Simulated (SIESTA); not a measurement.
# Cu in SIESTA: the effect of basis

The system is Cu, a slab with vacuum.

```xyz
6
Lattice="2.5341 0.0000 0.0000 -1.2670 2.1946 0.0000 0.0000 0.0000 25.2814" Properties=species:S:1:pos:R:3 pbc="T T T"
Cu    1.2670    0.7315    7.5000
Cu    0.0000    1.4631    9.5563
Cu    1.2670    0.7315   11.6126
Cu    0.0000    1.4631   13.6689
Cu    1.2670    0.7315   15.7251
Cu    0.0000    1.4631   17.7814
```

The slab is cut from a database's or a generator's crystal, which needn't be the stable form of the element.

Alike in all runs:

| Quantity | Value |
| --- | --- |
| Program | SIESTA 5.4.2 |
| Task | single point |
| Functional | PBE |
| Potentials or basis | PseudoDojo 0.4 standard (PBE files) |
| Grid cutoff | 800 Ry |
| Energy shift | 0.003 Ry |
| k mesh | 8 × 8 × 1 |
| Occupations | fermi-dirac, width 0.05 eV |
| Spin | no spin polarisation |

```tsv
basis	largest force (eV/Å)	work function (eV)
SZ	1.69	-1.57
SZP	0.25	5.00
DZ	0.29	5.08
DZP	0.28	4.86
DZDP	0.27	4.66
TZP	?	?
TZDP	0.26	4.65
```

Task: What does the run with basis TZP give?

Result: Largest force 0.24 eV/Å; work function 4.76 eV.

Caveats: the basis has no polarisation orbitals (some runs).
